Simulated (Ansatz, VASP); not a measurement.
## WS2: VASP beside Ansatz

```
W S
1.0
     3.12147    0.00000    0.00000
    -1.56073    2.70327    0.00000
     0.00000    0.00000   20.00000
W S
1 2
Direct
  0.33333 0.66667 0.50000
  0.66667 0.33333 0.57810
  0.66667 0.33333 0.42190
```

Alike in both runs: functional LDA; k mesh 15 × 15 × 1; no spin polarisation.

Ansatz relaxed the structure, and its values are those at the end. VASP's run is a single point on that final structure, the one shown.

|  | VASP | Ansatz |
| --- | --- | --- |
| version | VASP 6.6.1 | Ansatz 0.2.0 |
| potentials or method | VASP PAW LDA potentials, release 64 (W_sv, S) | scalar-relativistic, plane waves, PAW |
| plane-wave cutoff (eV) | 520 | 520 |
| occupations | gaussian, width 0.01 eV | fixed |
| valence electrons in the cell | 26 | 26 |

```tsv
	VASP	Ansatz	Ansatz less VASP
gap on the k mesh at the Fermi level (eV)	2.02	2.01	-0.012
least direct gap on the mesh (eV)	2.02	2.01	-0.012
rms of the force components (eV/Å)	0.024	0.000	-0.0236
```

Ansatz warned: «stress_scf_threshold_loose».

Caveats: spin-orbit coupling is left out, which moves the levels of the heavy elements. Expect the measured gap to be larger: semilocal functionals such as LDA lack the derivative discontinuity.
